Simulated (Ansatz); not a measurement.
Lattice vibrations of Ga at Γ

These are results of DFT LDA, scalar-relativistic, plane waves, PAW in Ansatz, not measurements. Settings: 420 eV plane-wave cutoff, Γ-centred 16×16×12 mesh, Fermi-Dirac smearing of 0.15 eV. No spin polarisation. Phonons by linear response, acoustic sum rule imposed.

Equilibrium structure at this level:
```xyz
2
Lattice="1.3543 -3.9065 -0.0163 1.3543 3.9065 -0.0163 -0.1543 0.0000 3.2790" Properties=species:S:1:pos:R:3 pbc="T T T"
Ga    1.3157   -2.8621    0.8034
Ga    1.2386    2.8621    2.4429
```

In a metal, frequencies and elastic constants depend on the k mesh and the smearing, soft modes and shear constants most.

Optical modes at Γ; i marks an imaginary frequency:
```
frequency (cm⁻¹) degeneracy
              47           1
             126           1
             196           1
```

All 3 optical modes at Γ are real: no displacement of atoms at fixed cell lowers the energy to second order. Strains and modes at other wave vectors aren't tested by this run.

This form isn't the element's structure at ambient conditions.

Cost: 1 run of about 3.5 core-minutes, on Arm Neoverse V1 (shared hosts).